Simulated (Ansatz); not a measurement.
**How far is this NaF2 from the hull?**

Computed with DFT PBE, scalar-relativistic, plane waves, PAW in Ansatz. Settings: cutoff 420 eV, Γ-centred meshes spaced at most about 0.3 Å⁻¹, and about 0.25 Å⁻¹ or finer for metals (2π included), Gaussian smearing. Spin is collinear in cells that carry moments; the others ran without spin or lost their moments.

The zero of energy is the elements' standard structures at the same level (F₂ as a molecule); no fitted shifts are applied.

Temperature and zero-point effects are left out. The magnetic state reached may not be the lowest.

The competitors are the elements and 1 reference phase of this chemical system (from databases or known types: NaF), relaxed at the same level; other known phases may be missing.

The candidate was reached from: ordered vacancies on the cation sites of nickel arsenide.

```cif
data_structure
_symmetry_space_group_name_H-M 'P-3m1'
_symmetry_Int_Tables_number 164
_cell_length_a 3.6607
_cell_length_b 3.6607
_cell_length_c 3.7060
_cell_angle_alpha 90.000
_cell_angle_beta 90.000
_cell_angle_gamma 120.000
_cell_volume 43.01
loop_
_atom_site_label
_atom_site_type_symbol
_atom_site_symmetry_multiplicity
_atom_site_Wyckoff_symbol
_atom_site_fract_x
_atom_site_fract_y
_atom_site_fract_z
_atom_site_occupancy
Na1 Na 1 a 0.00000 0.00000 0.00000 1
F1 F 2 d 0.33333 0.66667 0.25494 1
```

The lowest competing mixture at this composition:

| phase | space group | source | share of atoms | ΔE_f (eV/atom) |
| --- | --- | --- | --- | --- |
| F₂ gas | - | element | 0.3333 | 0.000 |
| NaF | Fm-3m (No. 225) | Materials Project | 0.6667 | -2.711 |

Task: What are the hull's energy here, the candidate's formation energy and its margin?

Result: The hull lies at -1.807 eV/atom, the weighted sum of the last column. The candidate has -1.607 eV/atom, which is 200 meV/atom above it (0.20 eV/atom from unrounded values). The candidate matches no cell in the subsets of the Crystallography Open Database and the Materials Project at hand. At finite temperature the entropy of the gas favours decomposition further. It carries parallel moments up to 0.5 μB.
